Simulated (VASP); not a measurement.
# Zn (I4/mmm) in VASP: further runs

Runs on Zn. Level: PBEsol. Tasks: single point.

All numbers are computed with VASP 6.6.1; they aren't measurements. Logs are shortened: lines on timing, memory, paths and dates and some standing lists are left out, and cuts for length are marked.

### Step 1. The cell of the first run

It takes space group I4/mmm (No. 139, tetragonal). The conventional cell has a = 2.695 Å, b = 2.695 Å, c = 3.930 Å, α = 90.00°, β = 90.00°, γ = 90.00°. Zn (site symmetry 4/mmm) has 12 Zn at 2.70 to 2.74 Å as nearest neighbours.

This isn't the form of Zn at room conditions, which is hcp.

### Step 2. Single point, PBEsol (strain -0.030 along x and y, +0.000 along z, atoms carried along)

Contents of INCAR:

```
SYSTEM = Zn
PREC = Accurate
ENCUT = 520
EDIFF = 1E-6
ISMEAR = 0
SIGMA = 0.15
LREAL = .False.
LASPH = .True.
NELM = 100
ALGO = Normal
ISIF = 2
LWAVE = .False.
LCHARG = .True.
GGA = PS
LELF = .True.
LVHAR = .True.
NBANDS = 12
```

Contents of KPOINTS:

```
Automatic mesh
0
Gamma
  20 20 20
  0 0 0
```

Contents of POSCAR:

```
Zn
1.0
    0.0000000000      1.9058327200      1.9647760000
    1.9058327200      0.0000000000      1.9647760000
    1.9058327200      1.9058327200      0.0000000000
Zn
1
Direct
    0.0000000000      0.0000000000      0.0000000000
```

Potentials or basis: VASP PAW PBE potentials, release 64 (Zn).

Run with:

```sh
$ cat potpaw_PBE.64/Zn/POTCAR > POTCAR
$ mpirun -np 1 vasp_std > vasp.out
```

OUTCAR:

```text
SYSTEM = Zn
   PREC = Accurate
   ENCUT = 520
   EDIFF = 1E-6
   ISMEAR = 0
   LREAL = .False.
   LASPH = .True.
   NELM = 100
   ISIF = 2
   GGA = PS

 ion  position               nearest neighbor table
   1  0.000  0.000  0.000-

  LATTYP: Found a body centered tetragonal cell.
 ALAT       =     2.6952544802
 C/A-ratio  =     1.4579521262

  Lattice vectors:

 A1 = (  -1.9058327200,   0.0000000000,   1.9647760000)
 A2 = (   1.9058327200,   0.0000000000,   1.9647760000)
 A3 = (   0.0000000000,   1.9058327200,  -1.9647760000)

Analysis of symmetry for initial positions (statically):
=====================================================================
 Subroutine PRICEL returns:
 Original cell was already a primitive cell.

 Routine SETGRP: Setting up the symmetry group for a
 body centered tetragonal supercell.

 Subroutine GETGRP returns: Found 16 space group operations
 (whereof 16 operations were pure point group operations)
 out of a pool of 16 trial point group operations.

The static configuration has the point symmetry D_4h.

Analysis of symmetry for dynamics (positions and initial velocities):
=====================================================================
 Subroutine PRICEL returns:
 Original cell was already a primitive cell.

 Routine SETGRP: Setting up the symmetry group for a
 body centered tetragonal supercell.

 Subroutine GETGRP returns: Found 16 space group operations
 (whereof 16 operations were pure point group operations)
 out of a pool of 16 trial point group operations.

The dynamic configuration has the point symmetry D_4h.

 Subroutine INISYM returns: Found 16 space group operations
 (whereof 16 operations are pure point group operations),
 and found     1 'primitive' translations

----------------------------------------------------------------------------------------

                                     Primitive cell

  volume of cell :      14.2729

  direct lattice vectors                    reciprocal lattice vectors
     0.000000000  1.905832720  1.964776000    -0.262352511  0.262352511  0.254481936
     1.905832720  0.000000000  1.964776000     0.262352511 -0.262352511  0.254481936
     1.905832720  1.905832720  0.000000000     0.262352511  0.262352511 -0.254481936

  length of vectors
     2.737251009  2.737251009  2.695254480     0.449909698  0.449909698  0.449909698

  position of ions in fractional coordinates (direct lattice)
     0.000000000  0.000000000  0.000000000

  ion indices of the primitive-cell ions
   primitive index   ion index
                 1           1

----------------------------------------------------------------------------------------

 KPOINTS: Automatic mesh

Automatic generation of k-mesh.
 Grid dimensions read from file:
 generate k-points for:   20   20   20

 Generating k-lattice:

  Cartesian coordinates                     Fractional coordinates (reciprocal lattice)
    -0.013117626  0.013117626  0.012724097     0.050000000  0.000000000  0.000000000
     0.013117626 -0.013117626  0.012724097     0.000000000  0.050000000  0.000000000
     0.013117626  0.013117626 -0.012724097    -0.000000000 -0.000000000  0.050000000

  Length of vectors
     0.022495485  0.022495485  0.022495485

  Shift w.r.t. Gamma in fractional coordinates (k-lattice)
     0.000000000  0.000000000  0.000000000

 Subroutine IBZKPT returns following result:
 ===========================================

 Found    641 irreducible k-points:

 Following reciprocal coordinates:
            Coordinates               Weight
  0.000000  0.000000  0.000000      1.000000
  0.050000 -0.000000  0.000000      8.000000
  0.100000 -0.000000  0.000000      8.000000
  0.150000  0.000000  0.000000      8.000000
  0.200000 -0.000000  0.000000      8.000000
  0.250000 -0.000000  0.000000      8.000000
[... 16 lines left out ...]
 -0.400000  0.050000  0.000000      8.000000
 -0.350000  0.050000  0.000000      8.000000
 [... further k-points ...]
   k-points           NKPTS =    641   k-points in BZ     NKDIM =    641   number of bands    NBANDS=     12
   number of dos      NEDOS =    301   number of ions     NIONS =      1
   total plane-waves  NPLWV =   8000
   dimension x,y,z NGX =    20 NGY =   20 NGZ =   20
   dimension x,y,z NGXF=    40 NGYF=   40 NGZF=   40
   ions per type =               1
   NGX,Y,Z   is equivalent  to a cutoff of  12.15, 12.15, 12.34 a.u.
   NGXF,Y,Z  is equivalent  to a cutoff of  24.29, 24.29, 24.67 a.u.
 SYSTEM =  Zn
   PREC   = accura    normal or accurate (medium, high low for compatibility)
   ISTART =      0    job   : 0-new  1-cont  2-samecut
   ICHARG =      2    charge: 1-file 2-atom 10-const
   ISPIN  =      1    spin polarized calculation?
   LNONCOLLINEAR =      F non collinear calculations
   LSORBIT =      F    spin-orbit coupling
   LASPH  =      T    aspherical Exc in radial PAW
   ENCUT  =  520.0 eV  38.22 Ry    6.18 a.u.   5.09  5.09  5.01*2*pi/ulx,y,z
   NELM   =    100;   NELMIN=  2; NELMDL= -5     # of ELM steps
   EDIFF  = 0.1E-05   stopping-criterion for ELM
   LREAL  =      F    real-space projection
   EDIFFG = 0.1E-04   stopping-criterion for IOM
   NSW    =      0    number of steps for IOM
   IBRION =     -1    ionic relax: 0-MD 1-quasi-New 2-CG
   NFREE  =      0    steps in history (QN), initial steepest desc. (CG)
   ISIF   =      2    stress and relaxation
   ISYM   =      2    0-nonsym 1-usesym 2-fastsym
   POTIM  = 0.5000    time-step for ionic-motion
   TEBEG  =    0.0;   TEEND  =   0.0 temperature during run
   PSTRESS=    0.0 pullay stress
   NELECT =      12.0000    total number of electrons
   NUPDOWN=      -1.0000    fix difference up-down
   EMIN   =  10.00;   EMAX   =-10.00  energy-range for DOS
   EFERMI =   0.00;   METHOD = LEGACY
   ISMEAR =     0;   SIGMA  =   0.15  broadening in eV -4-tet -1-fermi 0-gaus
   EFERMI_NEDOS =   21; number of points for ismear=-14 and -15
   IALGO  =     38    algorithm
   IMIX   =      4    mixing-type and parameters
     AMIX     =   0.40;   BMIX     =  1.00
     AMIX_MAG =   1.60;   BMIX_MAG =  1.00
  volume/ion in A,a.u.               =      14.27        96.32
  Fermi-wavevector in a.u.,A,eV,Ry     =   1.545128  2.919868 32.482816  2.387420
  Thomas-Fermi vector in A             =   2.650551
   LORBIT       =      0    0 simple, 1 ext, 2 COOP (PROOUT), +10 PAW based schemes
   GGA     = PS    functional components
   LHFCALC =     F    Hartree Fock is set to
   AEXX    =    0.0000 exact exchange contribution
   IVDW    =     0    specifies the selected vdW correction
   LEPSILON=     F    determine dielectric tensor
   LRPA    =     F    only Hartree local field effects (RPA)
 non-spin polarized calculation
 Gauss-broadening in eV      SIGMA  =   0.15
  energy-cutoff  :      520.00
  volume of cell :       14.27
 maximum number of plane-waves:       396
   NGX = 11   NGY = 11   NGZ =  9

 number of electron      12.0000015 magnetization

 Free energy of the ion-electron system (eV)
  ---------------------------------------------------
  ext. energy  EPLUGINS =         0.00000000
  ---------------------------------------------------
  free energy    TOTEN  =        -1.56007404 eV

  energy without entropy =       -1.55691059  energy(sigma->0) =       -1.55849231

 E-fermi :   3.3686     XC(G=0): -12.0491

 val. band max:        3.3679064239   @ k =  -0.4000   0.3500   0.0000
 cond. band min:       3.4071051332   @ k =  -0.3500   0.4500   0.1000
 fundamental gap:      0.0391987093
 Fermi energy:         3.3686143205

 k-point     1 :       0.0000    0.0000    0.0000
  band No.  band energies     occupation
      1      -7.5134      2.00000
      2      -4.4595      2.00000
      3      -4.3686      2.00000
      4      -4.3686      2.00000
      5      -4.0116      2.00000
      6      -3.9308      2.00000
      7      22.4376      0.00000
      8      22.4376      0.00000
      9      22.5359      0.00000
     10      22.7510      0.00000
     11      25.1503      0.00000
     12      25.1847      0.00000

 k-point     2 :       0.0500   -0.0000    0.0000
  band No.  band energies     occupation
      1      -7.4344      2.00000
      2      -4.4551      2.00000
      3      -4.3706      2.00000
      4      -4.3590      2.00000
      5      -4.0137      2.00000
      6      -3.9346      2.00000
      7      20.8391      0.00000
      8      22.1802      0.00000
      9      22.1805      0.00000
     10      22.6563      0.00000
     11      25.5798      0.00000
     12      25.6103      0.00000

 k-point     3 :       0.1000   -0.0000    0.0000
  band No.  band energies     occupation
      1      -7.2002      2.00000
      2      -4.4507      2.00000
      3      -4.3678      2.00000
      4      -4.3330      2.00000
      5      -4.0168      2.00000
      6      -3.9437      2.00000
      7      18.3104      0.00000
      8      21.5456      0.00000
      9      21.6567      0.00000
     10      22.5816      0.00000
     11      26.5144      0.00000
     12      26.6228      0.00000
[... 286 lines left out ...]
 k-point    23 :      -0.4000    0.0500    0.0000
  band No.  band energies     occupation
      1      -5.2188      2.00000
      2      -4.4354      2.00000
      3      -4.3385      2.00000
      4      -3.7281      2.00000
      5      -3.7139      2.00000
      6      -1.3403      2.00000
      7       4.1825      0.00000
      8      17.2905      0.00000
      9      20.0611      0.00000
     10      21.4055      0.00000
     11      23.6113      0.00000
     12      24.3115      0.00000

 k-point    24 :      -0.3500    0.0500    0.0000
  band No.  band energies     occupation
      1      -5.2306      2.00000
      2      -4.4110      2.00000
      3      -4.3166      2.00000
      4      -3.7907      2.00000
      5      -3.7849      2.00000
      6      -2.4906      2.00000
      7       6.0389      0.00000
      8      17.2672      0.00000
      9      20.5499      0.00000
     10      21.8317      0.00000
     11      23.8060      0.00000
     12      24.7244      0.00000

 [... further k-points ...]
[... 5 lines left out ...]
  --------------------------------------------------------------------------------------
  -------------------------------------------------------------------------------------
  Total        0.0651279      0.0651279     -0.1902749      0.0000000      0.0000000     -0.0000000
  in kB        7.3108010      7.3108010    -21.3589254      0.0000000      0.0000000     -0.0000000
  external PRESSURE =      -2.2457744 kB  Pullay stress =       0.0000000 kB

 VOLUME and BASIS-vectors are now :
 -----------------------------------------------------------------------------
  energy-cutoff  :      520.00
  volume of cell :       14.27
      direct lattice vectors                 reciprocal lattice vectors
     0.000000000  1.905832720  1.964776000    -0.262352511  0.262352511  0.254481936
     1.905832720  0.000000000  1.964776000     0.262352511 -0.262352511  0.254481936
     1.905832720  1.905832720  0.000000000     0.262352511  0.262352511 -0.254481936

 POSITION                                       TOTAL-FORCE (eV/Angst)
 -----------------------------------------------------------------------------------
      0.00000      0.00000      0.00000         0.000000      0.000000      0.000000
 -----------------------------------------------------------------------------------
    total drift:                                0.000000      0.000000      0.000000

  FREE ENERGIE OF THE ION-ELECTRON SYSTEM (eV)
  ---------------------------------------------------
  free  energy   TOTEN  =        -1.5600740351 eV

  energy  without entropy=       -1.5569105922  energy(sigma->0) =       -1.55849231
```

Run time: 29 s. Hardware: 1 thread of Intel Xeon 6975P-C (Granite Rapids), shared host; peak memory 0.21 GiB.

What came out:

```
Free energy            : -1.5601 eV
Pressure               : -0.2 GPa
Band gap on the k mesh : none (metal or under the smearing width)
```

Caveat: the PAW data sets were made with another functional, which shifts forces and pressure a little.

### Step 3. Single point, PBEsol (strain +0.000 along x and y, -0.030 along z, atoms carried along)

Contents of INCAR:

```
SYSTEM = Zn
PREC     = Accurate       ! precision mode
ENCUT    = 520            ! plane-wave cutoff, eV
EDIFF    = 1E-6           ! SCF threshold, eV
ISMEAR   = 0              ! smearing method
SIGMA    = 0.15           ! smearing width, eV
LREAL    = .FALSE.        ! projectors in reciprocal space
LASPH    = .TRUE.         ! aspherical terms in the spheres
NELM     = 100            ! most SCF steps
ALGO     = Normal         ! electronic algorithm
ISIF     = 2              ! what is computed and relaxed
LWAVE    = .FALSE.        ! write WAVECAR
LCHARG   = .FALSE.        ! write CHGCAR
GGA      = PS             ! functional
NBANDS   = 12             ! bands
```

Contents of KPOINTS:

```
Automatic mesh
0
G
  20 20 20
  0 0 0
```

Contents of POSCAR:

```
Zn
1.0
    0.0000000000      1.9647760000      1.9058327200
    1.9647760000      0.0000000000      1.9058327200
    1.9647760000      1.9647760000      0.0000000000
Zn
1
Direct
    0.0000000000      0.0000000000      0.0000000000
```

Potentials or basis: VASP PAW PBE potentials, release 64 (Zn).

Run with:

```sh
$ cat potpaw_PBE.64/Zn/POTCAR > POTCAR
$ mpirun -np 1 vasp_std > vasp.out
```

It took 31 s on 1 thread of Intel Xeon 6975P-C (Granite Rapids), shared host; peak memory 0.22 GiB.

The run converged. Its results:

```
Free energy            : -1.5562 eV
Pressure               : -2.6 GPa
Band gap on the k mesh : none (metal or under the smearing width)
```

Stress tensor (GPa, compression positive):
```
-3.40  0.00  0.00
 0.00 -3.40  0.00
 0.00  0.00 -1.00
```

Levels at points of the mesh, in eV from the Fermi level:
| k point | band 4 | band 5 | band 6 | band 7 | band 8 | band 9 |
| --- | --- | --- | --- | --- | --- | --- |
| (0.00, 0.00, 0.00) | -7.62 | -7.31 | -7.24 | 18.61 | 18.70 | 18.70 |
| (0.50, 0.00, 0.00) | -6.99 | -6.96 | -3.05 | -1.34 | 15.14 | 15.83 |
| (0.50, 0.50, 0.00) | -6.89 | -6.89 | -0.75 | 2.34 | 8.14 | 8.14 |
| (0.50, 0.00, 0.50) | -6.92 | -6.87 | -1.27 | 1.57 | 8.68 | 8.85 |

Caveat: the PAW data sets were made with another functional, which shifts forces and pressure a little.

### Step 4. Single point, PBEsol (strain +0.030 along x and y, -0.030 along z, atoms carried along)

Contents of INCAR:

```
SYSTEM = Zn
  PREC = Accurate
  ENCUT = 520
  EDIFF = 1E-6
  ISMEAR = 0
  SIGMA = 0.15
  LREAL = .FALSE.
  LASPH = .TRUE.
  NELM = 100
  ALGO = Fast
  ISIF = 2
  LWAVE = .FALSE.
  LCHARG = .TRUE.
  GGA = PS
  LELF = .TRUE.
  LVHAR = .TRUE.
  NBANDS = 12
```

Contents of KPOINTS:

```
regular mesh
0
G
  20 20 20
  0 0 0
```

Contents of POSCAR:

```
Zn
1.0
    0.0000000000      2.0237192800      1.9058327200
    2.0237192800      0.0000000000      1.9058327200
    2.0237192800      2.0237192800      0.0000000000
Zn
1
Direct
    0.0000000000      0.0000000000      0.0000000000
```

Potentials or basis: VASP PAW PBE potentials, release 64 (Zn).

Run with:

```sh
$ cat potpaw_PBE.64/Zn/POTCAR > POTCAR
$ mpirun -np 1 vasp_std > vasp.out
```

OUTCAR:

```text
SYSTEM = Zn
   PREC = Accurate
   ENCUT = 520
   EDIFF = 1E-6
   ISMEAR = 0
   LREAL = .FALSE.
   LASPH = .TRUE.
   NELM = 100
   ISIF = 2
   GGA = PS

 ion  position               nearest neighbor table
   1  0.000  0.000  0.000-

  LATTYP: Found a body centered tetragonal cell.
 ALAT       =     2.8619712522
 C/A-ratio  =     1.3318321898

  Lattice vectors:

 A1 = (   0.0000000000,  -2.0237192800,  -1.9058327200)
 A2 = (   0.0000000000,   2.0237192800,  -1.9058327200)
 A3 = (   2.0237192800,   0.0000000000,   1.9058327200)

[... 534 lines left out ...]
      6      -2.8814      2.00000
      7       5.3602      0.00000
      8      17.1445      0.00000
      9      17.5838      0.00000
     10      19.5668      0.00000
     11      21.1319      0.00000
     12      22.5480      0.00000

 [... further k-points ...]
[... 5 lines left out ...]
  --------------------------------------------------------------------------------------
  -------------------------------------------------------------------------------------
  Total       -0.6830809     -0.6830809     -0.4439955      0.0000000      0.0000000      0.0000000
  in kB      -70.1079687    -70.1079687    -45.5694587      0.0000000      0.0000000      0.0000000
  external PRESSURE =     -61.9284653 kB  Pullay stress =       0.0000000 kB

 VOLUME and BASIS-vectors are now :
 -----------------------------------------------------------------------------
  energy-cutoff  :      520.00
  volume of cell :       15.61
      direct lattice vectors                 reciprocal lattice vectors
     0.000000000  2.023719280  1.905832720    -0.247069841  0.247069841  0.262352511
     2.023719280  0.000000000  1.905832720     0.247069841 -0.247069841  0.262352511
     2.023719280  2.023719280  0.000000000     0.247069841  0.247069841 -0.262352511

 POSITION                                       TOTAL-FORCE (eV/Angst)
 -----------------------------------------------------------------------------------
      0.00000      0.00000      0.00000         0.000000      0.000000      0.000000
 -----------------------------------------------------------------------------------
    total drift:                                0.000000      0.000000      0.000000

  FREE ENERGIE OF THE ION-ELECTRON SYSTEM (eV)
  ---------------------------------------------------
  free  energy   TOTEN  =        -1.5264542528 eV

  energy  without entropy=       -1.5226990622  energy(sigma->0) =       -1.52457666
```

OSZICAR:

```text
N       E                     dE             d eps       ncg     rms          rms(c)
DAV:   1     0.413751558558E+02    0.41375E+02   -0.65721E+03 15880   0.156E+03
DAV:   2    -0.395745429967E+00   -0.41771E+02   -0.39258E+02 16032   0.210E+02
DAV:   3    -0.165262477742E+01   -0.12569E+01   -0.12547E+01 17832   0.367E+01
DAV:   4    -0.165544825422E+01   -0.28235E-02   -0.28234E-02 17064   0.171E+00
DAV:   5    -0.165545040089E+01   -0.21467E-05   -0.21465E-05 17764   0.456E-02    0.271E+00
RMM:   6    -0.153508014443E+01    0.12037E+00   -0.31338E-01 18776   0.751E+00    0.211E+00
RMM:   7    -0.152959279067E+01    0.54874E-02   -0.10145E-02 19629   0.154E+00    0.102E+00
RMM:   8    -0.152650101257E+01    0.30918E-02   -0.16743E-03 18490   0.377E-01    0.630E-02
RMM:   9    -0.152646387981E+01    0.37133E-04   -0.48046E-04 19992   0.343E-01    0.599E-02
RMM:  10    -0.152645410450E+01    0.97753E-05   -0.34302E-05 19654   0.697E-02    0.527E-03
RMM:  11    -0.152645425281E+01   -0.14831E-06   -0.26164E-06 14860   0.188E-02
   1 F= -.15264543E+01 E0= -.15245767E+01  d E =-.375519E-02
```

It took 34 s on 1 thread of Intel Xeon 6975P-C (Granite Rapids), shared host; peak memory 0.23 GiB.

What came out:

```
Free energy            : -1.5265 eV
Pressure               : -6.2 GPa
Band gap on the k mesh : none (metal or under the smearing width)
```

Caveat: the PAW data sets were made with another functional, which shifts forces and pressure a little.

### Step 5. The runs side by side

```tsv
cell	gap on the mesh (eV)	pressure (GPa)
strain -0.030 along x and y, +0.000 along z, atoms carried along	none	-0.2
strain +0.000 along x and y, -0.030 along z, atoms carried along	none	-2.6
strain +0.030 along x and y, -0.030 along z, atoms carried along	none	-6.2
```

Alike in all rows: task single point; level PBEsol; potentials or basis VASP PAW PBE potentials, release 64 (Zn); no spin polarisation; k mesh 20 × 20 × 20; cutoff (eV) 520; smearing gaussian 0.15 eV.

Caveats: the PAW data sets were made with another functional, which shifts forces and pressure a little.

Total energies depend on the potentials used, so only differences within one code and one set of settings carry meaning.
